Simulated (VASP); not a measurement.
A run of VASP 6.6.1 is set up as follows.

The input INCAR:

```
SYSTEM = InP
PREC = Accurate ; ENCUT = 520
EDIFF = 1E-7 ; ISMEAR = -1
SIGMA = 0.05 ; LREAL = .False.
LASPH = .True. ; NELM = 60
ALGO = Normal ; ISIF = 2
LWAVE = .False. ; LCHARG = .False.
GGA = PE ; NBANDS = 16
```

File KPOINTS:

```
Automatic mesh
0
Gamma
  8 8 8
  0 0 0
```

POSCAR

```
InP
1.0
    0.0000000000      2.9305000000      2.9305000000
    2.9305000000      0.0000000000      2.9305000000
    2.9305000000      2.9305000000      0.0000000000
In P
1 1
Direct
    0.0000000000      0.0000000000      0.0000000000
    0.7500000000      0.7500000000      0.7500000000
```

Potentials or basis: VASP PAW PBE potentials, release 64 (In_d, P).

Run with:

```console
$ cat potpaw_PBE.64/In_d/POTCAR potpaw_PBE.64/P/POTCAR > POTCAR
$ mpirun -np 1 vasp_std > vasp.out
```

Q: What does it give for the band gap on the k mesh?

A: 0.71 eV, direct.

Q: Predict the pressure.

A: 3.3 GPa.

Caveat: spin-orbit coupling is left out, which moves the levels of the heavy elements.

**Measured values to compare with.**

From a printed reference work, data compilation, for a bulk crystal of InP at 1.6 K: band gap 1.4236 eV (direct).

Against the measured gap of InP, 1.4236 eV (direct; 1.6 K; a printed reference work, data compilation), the calculated 0.71 eV is off by -0.71 eV. Spin-orbit coupling on In is left out. The value is that of PBE, without temperature or zero-point motion. Semilocal functionals fall short of measured gaps as a rule.
